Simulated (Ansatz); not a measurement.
This Ansatz input for rutile-structured SnO2 was spoiled on purpose:

```yaml
crystal:
  lattice:
    - [4.8265116508, 0.0, 0.0]
    - [0.0, 4.8265116508, 0.0]
    - [0.0, 0.0, 3.2391527716]
  atoms:
    - { symbol: Sn, position: [0.0, 0.0, 0.0] }
    - { symbol: Sn, position: [0.5, 0.5, 0.5] }
    - { symbol: O, position: [0.3065245299, 0.3065245299, 0.0] }
    - { symbol: O, position: [0.8065245299, 0.1934754701, 0.5] }
    - { symbol: O, position: [0.1934754701, 0.8065245299, 0.5] }
    - { symbol: O, position: [0.6934754701, 0.6934754701, 0.0] }
basis:
  ecutwfc: 420
  ecutrho_ratio: 4
kpoints:
  mp_grid: { grid: [6, 6, 10] }
hamiltonian:
  xc: pbe
  hubbard: { sites: [{ species: O, l: p, u_eff: 20.0 }] }
scf:
  occupations: { method: gaussian, width: 0.05 }
  max_iter: 60
output:
  forces: true
  stress: true
magnetization:
  noncollinear: true
  spin_orbit: true
```

Launched as:
```sh
ansatz run input.yaml --threads 4 --pin off --max-ram 7168MiB --backend cpu --events-out ev --progress --plain --runs-dir out
```

What the program printed:

SCF trace (energy estimate counted from the last row):
```
iteration  ΔE (eV)  density residual (eV)  M (μB)
        1    9.423                 1.01e1  0.00e0
        2    4.988                 4.28e0  0.00e0
        3    0.054                2.07e-1  0.00e0
        4    0.013                1.13e-2  0.00e0
        5  4.0e-04                3.25e-4  0.00e0
        6  2.9e-05                1.61e-5  0.00e0
        7    0.000                1.18e-6  0.00e0
        8    0.000                1.92e-8  0.00e0
```

```
SCF 1 converged in 8 iterations: F = -14296.302504 eV  dr2 = 1.92e-8
SCF converged after 8 iterations
Magnetization: |M| = 0.0000 μB,  M = (+0.0000, +0.0000, +0.0000) μB
Absolute magnetization: 0.0000 μB (∫|m|)
  site 0: m = (+0.0000, +0.0000, +0.0000) μB, |m| = 0.0000 μB  (R = 0.86 Å)
  site 1: m = (+0.0000, +0.0000, +0.0000) μB, |m| = 0.0000 μB  (R = 0.86 Å)
  site 2: m = (+0.0000, +0.0000, +0.0000) μB, |m| = 0.0000 μB  (R = 0.86 Å)
  site 3: m = (+0.0000, +0.0000, +0.0000) μB, |m| = 0.0000 μB  (R = 0.86 Å)
  site 4: m = (+0.0000, +0.0000, +0.0000) μB, |m| = 0.0000 μB  (R = 0.86 Å)
  site 5: m = (+0.0000, +0.0000, +0.0000) μB, |m| = 0.0000 μB  (R = 0.86 Å)
Free energy (F): -14296.302504 eV
E sigma→0 (E₀):  -14296.302504 eV
Fermi energy:    6.179253 eV
--- Hubbard shell moments (per corrected site; Tr N, ν in electrons; μ in μ_B) ---
  shell 0: Tr N=5.4055  μ_S=(+0.0000,  0.0000,  0.0000)  μ_L=(+0.0000, +0.0000, +0.0000)  μ=(+0.0000, +0.0000,  0.0000)  ν=0.0019 along (-0.707, +0.707,  0.000)
  shell 1: Tr N=5.4055  μ_S=(+0.0000,  0.0000, +0.0000)  μ_L=(+0.0000, +0.0000,  0.0000)  μ=(+0.0000, +0.0000, +0.0000)  ν=0.0019 along (+0.707, +0.707, +0.000)
  shell 2: Tr N=5.4055  μ_S=(+0.0000,  0.0000, +0.0000)  μ_L=(+0.0000, +0.0000,  0.0000)  μ=(+0.0000, +0.0000, +0.0000)  ν=0.0019 along (+0.707, +0.707, +0.000)
  shell 3: Tr N=5.4055  μ_S=(+0.0000,  0.0000,  0.0000)  μ_L=(+0.0000, +0.0000, +0.0000)  μ=(+0.0000, +0.0000,  0.0000)  ν=0.0019 along (-0.707, +0.707,  0.000)
--- Forces (eV/Å), atoms counted from 1 ---
  atom   1  Sn     0.00000000     0.00000000     0.00000000
  atom   2  Sn     0.00000000     0.00000000     0.00000000
  atom   3  O      0.04176895     0.04176895     0.00000000
  atom   4  O      0.04176895    -0.04176895     0.00000000
  atom   5  O     -0.0417
```

Task: What is wrong with it?

Result: An enormous U. Against the sound input: hamiltonian.hubbard: {"sites": [{"species": "O", "l": "p", "u_eff": 20.0}]} (the cap on iterations is only a precaution).

The run converged all the same; its pressure of -22 GPa shows the fault against the sound run's. Cost: 28 s on 4 threads of Arm Neoverse V1, on a shared host, peak memory 1.2 GiB. The run before the change (PBE with spin–orbit coupling, 420 eV, 6×6×10 mesh) gave:

| run | P (GPa) | gap on the mesh (eV) | cell moment (μB) | largest force component (eV/Å) |
| --- | --- | --- | --- | --- |
| sound | -0.1 | 0.68 | 0.00 (no moment typed) | 0.007 |
| spoiled | -21.7 | 7.10 | 0.00 (no moment typed) | 0.042 |

The start was a prototype's sites filled with these elements; the Crystallography Open Database holds the compound in this structure.

Of that run: Kohn–Sham gaps of semilocal functionals lie under measured ones, often by a third or more.
